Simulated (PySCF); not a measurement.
Isomers of C3H6O. Level of theory: TDDFT CAM-B3LYP/aug-cc-pVTZ, vertical, gas phase, core orbitals frozen in the response (PySCF). Geometries: PBE0-D3(BJ)/def2-TZVP; one conformer of each isolated species. Triplets are in the Tamm–Dancoff approximation. 'Strongest' means the level of largest summed f among the lowest 10 singlets; it needn't be the same kind of state in each.

Problem. Rank by computed HOMO energy, highest first.
A. `C[C@@H]1CO1`
B. `OC1CC1`
C. `C=CCO`
D. `CCC=O`

Solution. B (-8.66 eV), D (-8.94 eV), C (-9.13 eV), A (-9.31 eV).

```tsv
SMILES	HOMO (eV)	gap (eV)	S1 (eV)	f (strongest)	strongest (eV)	LUMO (eV)	S1 mainly
OC1CC1	-8.66	8.91	6.15	0.03	8.12	0.25	H→L (73%)
CCC=O	-8.94	9.11	4.40	0.05	7.26	0.17	H→L+1 (96%)
C=CCO	-9.13	9.38	6.64	0.17	7.41	0.25	H→L (44%)
C[C@@H]1CO1	-9.31	9.59	7.16	0.04	8.36	0.29	H→L (74%)
```

H and L stand for HOMO and LUMO.
